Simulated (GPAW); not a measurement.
# CuO (Cccm) in GPAW: single point with PBE

Aim: the single point of CuO with PBE.

Everything below comes from runs of GPAW 26.7.0. Logs are shortened: lines on timing, memory, paths and dates and some standing lists are left out, and cuts for length are marked. The log counts tension as positive stress, the text compression.

### 1 The crystal as given

The structure is orthorhombic, space group Cccm (No. 66). Conventional cell: a = 3.982 Å, b = 4.307 Å, c = 5.156 Å, α = 90.00°, β = 90.00°, γ = 90.00°. Cu (site symmetry 2/m) has 4 O at 1.95 Å as nearest neighbours. Around O (site symmetry 222) lie 4 Cu at 1.95 Å.

Measurements of this composition are mostly on another form, of space group No. 15.

### 2 Single point, PBE

run.py reads:

```python
import spglib
from ase import Atoms
from ase.dft.bandgap import bandgap
from ase.io import read, write
from ase.units import GPa
from gpaw import GPAW, PW

atoms = read('CuO.cif')
cell, positions, numbers = spglib.find_primitive(
    (atoms.cell[:], atoms.get_scaled_positions(), atoms.numbers), symprec=1e-4)
atoms = Atoms(numbers, cell=cell, scaled_positions=positions, pbc=True)

calc = GPAW(mode=PW(550),
            xc='PBE',
            kpts={'size': (7, 7, 4), 'gamma': True},
            occupations={'name': 'fermi-dirac', 'width': 0.05},
            nbands=33,
            maxiter=120,
            txt='gpaw.txt')
atoms.calc = calc
energy = atoms.get_potential_energy()
forces = atoms.get_forces()
stress = atoms.get_stress()
calc.write('gs.gpw')
write('result.traj', atoms)
print(f'Energy: {energy:.6f} eV')
print('Forces (eV/A):')
print(forces.round(4))
print('Stress (GPa):', (stress / GPa).round(3))
print('Fermi level:', round(calc.get_fermi_level(), 4), 'eV')
print(f'Gap: {bandgap(calc)[0]:.4f} eV, direct: {bandgap(calc, direct=True)[0]:.4f} eV')
```

CuO.cif reads:

```cif
data_CuO
_cell_length_a 3.98193600
_cell_length_b 4.30710000
_cell_length_c 5.15592800
_cell_angle_alpha 90.00000000
_cell_angle_beta 90.00000000
_cell_angle_gamma 90.00000000
_space_group_name_H-M_alt 'Cccm'
_space_group_name_Hall '-C 2 2c'
_space_group_IT_number 66
loop_
_space_group_symop_operation_xyz
'x,y,z'
'-x,-y,-z'
'-x,-y,z'
'x,y,-z'
'x,-y,-z+1/2'
'-x,y,z+1/2'
'-x,y,-z+1/2'
'x,-y,z+1/2'
'x+1/2,y+1/2,z'
'-x+1/2,-y+1/2,-z'
'-x+1/2,-y+1/2,z'
'x+1/2,y+1/2,-z'
'x+1/2,-y+1/2,-z+1/2'
'-x+1/2,y+1/2,z+1/2'
'-x+1/2,y+1/2,-z+1/2'
'x+1/2,-y+1/2,z+1/2'
loop_
_atom_site_label
_atom_site_type_symbol
_atom_site_symmetry_multiplicity
_atom_site_Wyckoff_symbol
_atom_site_fract_x
_atom_site_fract_y
_atom_site_fract_z
_atom_site_occupancy
Cu1 Cu 4 e 0.2500000000 0.7500000000 0.5000000000 1
O1 O 4 b 0.5000000000 0.0000000000 0.7500000000 1
```

Potentials or basis: GPAW PAW data sets (gpaw-data 1.2.1), pw.

Command:

```bash
$ OMP_NUM_THREADS=1 python run.py
```

gpaw.txt:

```text
__  _  _
 | _ |_)|_||  |
 |__||  | ||/\| - 26.7.0

Input parameters:
  mode=PW(ecut=550.0),
  kpts=MonkhorstPack(size=(7, 7, 4), gamma=True),
  maxiter=120,
  nbands=33,
  occupations=Occupations(name='fermi-dirac', width=0.05),
  xc=XC(name='PBE')

Diagonalizing LCAO Hamiltonian
Converting LCAO to pw mode

          O

       Cu
          O
         Cu

Atoms  # Å, Bohr magnetons
|   | symbol |        x |         y |        z |    initial magnetic moments |
|---|--------|----------|-----------|----------|-----------------------------|
| 0 |     Cu | 0.995484 | -1.076775 | 2.577964 | ( 0.0000,  0.0000,  0.0000) |
| 1 |     Cu | 0.995484 |  1.076775 | 0.000000 | ( 0.0000,  0.0000,  0.0000) |
| 2 |      O | 1.990968 |  0.000000 | 3.866946 | ( 0.0000,  0.0000,  0.0000) |
| 3 |      O | 1.990968 |  0.000000 | 1.288982 | ( 0.0000,  0.0000,  0.0000) |

Unit cell  # Å
| periodic |        x |         y |        z |  lengths |    angles |
|----------|----------|-----------|----------|----------|-----------|
|      yes | 1.990968 | -2.153550 | 0.000000 | 2.932871 | 90.000000 |
|      yes | 1.990968 |  2.153550 | 0.000000 | 2.932871 | 90.000000 |
|      yes | 0.000000 |  0.000000 | 5.155928 | 5.155928 | 94.492917 |

Number of symmetries: 4
Symmetry operations  # r_c * U_cc + t_c -> r_c
|   | kind |            matrix            |
|---|------|------------------------------|
| 0 |  E   |  1, 0, 0,  0, 1, 0,  0, 0, 1 |
| 1 |  σ   |  1, 0, 0,  0, 1, 0,  0, 0,-1 |
| 2 |  C2  | -1, 0, 0,  0,-1, 0,  0, 0, 1 |
| 3 |  i   | -1, 0, 0,  0,-1, 0,  0, 0,-1 |

BZ-sampling:
  Number of BZ points: 196
  Number of IBZ points: 75

  Monkhorst-Pack size: [7, 7, 4]
  Monkhorst-Pack shift: [0.0, 0.0, 0.125]

K-points  # in reciprocal-cell coordinates
|     |                                coordinates |     weight |
|-----|--------------------------------------------|------------|
|   0 | (  0.00000000,   0.00000000,   0.00000000) | 0.00510204 |
|   1 | (  0.00000000,   0.00000000,   0.25000000) | 0.01020408 |
|   2 | (  0.00000000,   0.00000000,   0.50000000) | 0.00510204 |
|   3 | (  0.00000000,   0.14285714,   0.00000000) | 0.01020408 |
|   4 | (  0.00000000,   0.14285714,   0.25000000) | 0.02040816 |
|   5 | (  0.00000000,   0.14285714,   0.50000000) | 0.01020408 |
|   6 | (  0.00000000,   0.28571429,   0.00000000) | 0.01020408 |
|   7 | (  0.00000000,   0.28571429,   0.25000000) | 0.02040816 |
|   8 | (  0.00000000,   0.28571429,   0.50000000) | 0.01020408 |
|   9 | (  0.00000000,   0.42857143,   0.00000000) | 0.01020408 |
| ... |                                            |            |
|  74 | (  0.42857143,   0.42857143,   0.50000000) | 0.01020408 |

Plane wave coefficients: 1310
Cutoff: 550.0 eV

Spin-components: 1 (collinear spins)
Bands:           33
Projectors:      22
Spin-degeneracy: 2
Datatype:        complex128

Parallelization:
  kpt:    1
  domain: 1
  band:   1

Density:
  Valence electrons: 34.0
  Components: 1
  Grid points: [16 16 28]
  Charge: 0.0  # |e|

Potential:
  Grid points: [16 16 28]

species:
  Cu:
    name:    Copper
    Z:       29.0
    valence: 11
    core:    18
    charge:  0.0  # [|e|]
    compensation charges:
      type: gauss
      rc: 0.33  # [Å]
      lmax: 2
    cutoffs:
      filter: 2.06  # [Å]
      core: 2.43  # [Å]
    projectors
    | kind |    occ | energy [eV] | rcut [Å] |
    |------|--------|-------------|----------|
    |   4s |  1.000 |      -4.609 |    1.164 |
    |   4p |  0.000 |      -0.698 |    1.164 |
    |   3d | 10.000 |      -5.039 |    1.058 |
    |    s |        |      22.603 |    1.164 |
    |    p |        |      26.513 |    1.164 |
    |    d |        |      22.172 |    1.058 |

    Using partial waves for Cu as LCAO basis

  O:
    name:    Oxygen
    Z:       8.0
    valence: 6
    core:    2
    charge:  0.0  # [|e|]
    compensation charges:
      type: gauss
      rc: 0.21  # [Å]
      lmax: 2
    cutoffs:
      filter: 1.17  # [Å]
      core: 0.83  # [Å]
    projectors
    | kind |    occ | energy [eV] | rcut [Å] |
    |------|--------|-------------|----------|
    |   2s |  2.000 |     -23.961 |    0.688 |
    |   2p |  4.000 |      -9.029 |    0.598 |
    |    s |        |       3.251 |    0.688 |
    |    p |        |      18.182 |    0.598 |
    |    d |        |       0.000 |    0.619 |

    Using partial waves for O as LCAO basis

Reference energy: -94124.608285  # eV

eigensolver:
  PPCG
  Converge bands: occupied
  niter=2

density mixing:
  MSR1-Mixer
  Pratt-step length: 0.05
  Maximum mixing coefficient: 0.75
  Old densities: 10
  SVD Regularization: 0.005
  Good broyden scale: 1.0
  Trust region scale: 1.0
  Backstep threshold: 4.0
  History deletion threshold: 6.0
  Fourier metric: weight=20.0, sigma=0.015

occupation numbers:
  Fermi-Dirac:
    width: 0.0500  # eV

poisson solver:
  ecut: 4400.0  # eV

xc functional:
  name: PBE with 2 nearest neighbor stencil

convergence criteria:
- Maximum [total energy] change in last 3 cyles: 0.0005 eV / valence electron
- Maximum integral of absolute [dens]ity change: 0.0001 electrons / valence electron
- Maximum integral of absolute [eigenst]ate change: 4e-08 eV^2 / valence electron
maximum number of iterations: 120

SCF iterations
|iter     | |      energy | eigst |  dens |
|---------|-|-------------|-------|-------|
|iter:   1| |  -25.710375 | -0.08 |       |
|iter:   2| |  -23.128508 | -1.93 | -0.88 |
|iter:   3| |  -19.645241 | -1.34 | -0.98 |
|iter:   4| |  -19.596136 | -3.42 | -1.59 |
|iter:   5| |  -19.617520 | -3.14 | -1.74 |
|iter:   6| |  -19.564289 | -3.52 | -1.88 |
|iter:   7| |  -19.560595 | -4.40 | -2.34 |
|iter:   8| |  -19.560615c| -6.04 | -2.94 |
|iter:   9| |  -19.560642c| -5.80 | -3.16 |
|iter:  10| |  -19.560642c| -8.23c| -4.34c|

Converged in 10 steps
Energy contributions relative to reference atoms: (reference = -94124.608285)

Energy contributions:
  Kinetic:          -4.717077
  Coulomb:          -1.321610
  Zero:              0.310464
  External:          0.000000
  Xc:              -13.825724
  Entropy:          -0.013391
  Spinorbit:         0.000000
  ----------------------------
  Free energy:     -19.567338
  Extrapolated:    -19.560642

dipole moment: (-8.653202, -0.000004, -11.204415)  # |e|*Ang

Fermi level: 5.690
Eigenvalues  # (at kpt = [0.000, 0.000, 0.000])
| band index |      eig [eV] | occ [0-2] |
|------------|---------------|-----------|
|          0 |       -14.133 |     2.000 |
|        ... |               |           |
|          8 |         2.391 |     2.000 |
|          9 |         2.670 |     2.000 |
|         10 |         3.167 |     2.000 |
|         11 |         3.244 |     2.000 |
|         12 |         3.293 |     2.000 |
|         13 |         3.307 |     2.000 |
[... 8 lines left out ...]
|         22 |        20.149 |     0.000 |
|         23 |        20.265 |     0.000 |
|        ... |               |           |
|         32 |        29.941 |     0.000 |

No gap
No difference between direct/indirect transitions

Forces  # eV/Ang
|       x |       y |        z |
|---------|---------|----------|
| 0.00000 | 0.00000 |  0.00000 |  # Cu   0
| 0.00000 | 0.00000 |  0.00000 |  # Cu   1
| 0.00000 | 0.00000 |  0.00022 |  # O    2
| 0.00000 | 0.00000 | -0.00022 |  # O    3

Stress tensor  # eV/Ang^3
|        x |        y |        z |
|----------|----------|----------|
| 0.025574 | 0.000004 | 0.000000 |
| 0.000004 | 0.029571 | 0.000000 |
| 0.000000 | 0.000000 | 0.021182 |

# Writing to gs.gpw (mode='')
```

It took 30 s on 1 thread of Intel Xeon 6975P-C (Granite Rapids), shared host; peak memory 0.21 GiB.

These settings aren't checked as converged: the numbers below hold their error.

What came out:

```yaml
Free_energy: -19.5673 eV
Pressure: -4.1 GPa
Band_gap_on_the_k_mesh: none (metal or under the smearing width)
```

Caveat: with this Cu data set, volumes or pressures lay over 1.5 % or 2 GPa off other programs in two to four cells of ten; the cutoff is short for stress and forces, so pressures can be off by a GPa or more; the run has no spin polarisation, though such a crystal can be magnetic; semilocal functionals often make such compounds metallic where correlation or magnetic order opens a gap, which also shifts bond lengths.
